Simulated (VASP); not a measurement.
**Nb under changes of volume**

One of the cells (17.390 Å³/atom); the others are scaled copies at fixed shape and fractional positions:

```
Nb
1.0
    -1.63210    1.63210    1.63210
     1.63210   -1.63210    1.63210
     1.63210    1.63210   -1.63210
Nb
1
Direct
  0.00000 0.00000 0.00000
```

| Property | Result |
| --- | --- |
| Program | VASP 6.6.1 |
| Functional | PBE |
| Dispersion | D3(BJ) |
| Potentials or basis | VASP PAW PBE potentials, release 64 (Nb_sv) |
| Cutoff | 520 eV |
| k mesh | 10 × 10 × 10 |
| Occupations | fermi-dirac, width 0.05 eV |
| Spin | no spin polarisation |

```tsv
volume (Å³/atom)	energy over the lowest point (meV/atom)	pressure (GPa)
16.694	?	?
17.042	4.07	3.5
17.390	0.00	0.0
17.738	3.29	-3.3
18.086	13.56	-6.4
```

Question: What does the run at 16.694 Å³/atom give?

Answer: Energy over the lowest point 15.94 meV/atom; pressure 7.3 GPa.

Worked out: A Birch-Murnaghan fit of order 2 (a polynomial in V^(-2/3)) to the other rows has its minimum at 17.40 Å³/atom with B0 = V·E''(V) = 173 GPa. It gives 16.54 meV/atom at 16.694 Å³/atom, against the run's 15.94, and -dE/dV = 7.8 GPa, against 7.3.

Energies are extrapolated to zero smearing.

Caveats: pairwise dispersion overbinds metals, which lowers pressure and volume.
